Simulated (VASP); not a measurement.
Wanted: the native input for a VASP 6.6.1 run.

| Item | Value |
| --- | --- |
| Task | relaxation of cell and atoms |
| Functional | HSE06 |
| Potentials or basis | VASP PAW PBE potentials, release 64 (Ga_d, N) |
| Cutoff | 520 eV |
| k mesh | 6 × 6 × 6 |
| Occupations | gaussian, width 0.03 eV |
| Spin | no spin polarisation |
| Grid for exact exchange (PRECFOCK) | Fast |
| Screening parameter | 0.2 1/A |
| Further INCAR settings | ALGO = Normal; EDIFF = 1e-06; IBRION = 2; EDIFFG = -0.01; NSW = 25; ISIF = 3 |

The system is GaN.

```
CELL_PARAMETERS angstrom
0.00000 2.24709 2.24709
2.24709 0.00000 2.24709
2.24709 2.24709 0.00000
ATOMIC_POSITIONS crystal
Ga 0.00000 0.00000 0.00000
N 0.75000 0.75000 0.75000
```

The cell is a database's computed one.

These files were run (other wordings do the same):

POSCAR

```
GaN                                     
1.0
    0.0000000000      2.2470866998      2.2470866998
    2.2470866998      0.0000000000      2.2470866998
    2.2470866998      2.2470866998     -0.0000000000
  Ga              N             
     1     1
Direct
     0.0000000000000000    0.0000000000000000    0.0000000000000000
     0.7500000000000000    0.7500000000000000    0.7500000000000000
```

INCAR.step1

```
PREC = Accurate
ENCUT = 520
EDIFF = 1E-5
ISMEAR = 0
SIGMA = 0.03
LREAL = False
LASPH = True
NELM = 80
ALGO = Normal
LWAVE = True
LCHARG = False
KPAR = 4
GGA = PE
```

INCAR.step2

```
PREC = Accurate
ENCUT = 520
EDIFF = 1E-6
ISMEAR = 0
SIGMA = 0.03
LREAL = False
LASPH = True
NELM = 80
ALGO = Normal
ISIF = 3
LWAVE = False
LCHARG = False
GGA = PE
LHFCALC = True
HFSCREEN = 0.2
PRECFOCK = Fast
IBRION = 2
NSW = 25
EDIFFG = -0.01
KPAR = 4
ISTART = 1
```

KPOINTS

```
regular mesh
0
Gamma
  6 6 6
```

Potentials or basis: VASP PAW PBE potentials, release 64 (Ga_d, N).

Launch:

```console
$ cat potpaw_PBE.64/Ga_d/POTCAR potpaw_PBE.64/N/POTCAR > POTCAR
$ cp INCAR.step1 INCAR
$ mpirun -np 4 vasp_std > vasp.out
$ cp INCAR.step2 INCAR
$ mpirun -np 4 vasp_std > vasp.out
```

It gave:

- Relaxed volume: 11.37 Å³/atom
- Relaxed cell: a = 3.180 Å, b = 3.180 Å, c = 3.180 Å, α = 60.00°, β = 60.00°, γ = 60.00°
- Space group after relaxing (to 0.05 Å): F-43m (No. 216)
- Energy gained by relaxing: 0.0 meV/atom
- Ionic steps: 3
- Pressure after relaxing: 0.1 GPa
- Band gap on the k mesh: 3.05 eV, direct

Caveat: the PAW data sets were made with another functional, which shifts forces and pressure a little.

Run time: 7.6 min on 4 MPI ranks on AMD EPYC 7R13 Processor (Zen 3) (shared host), peak memory 0.21 GiB a rank.
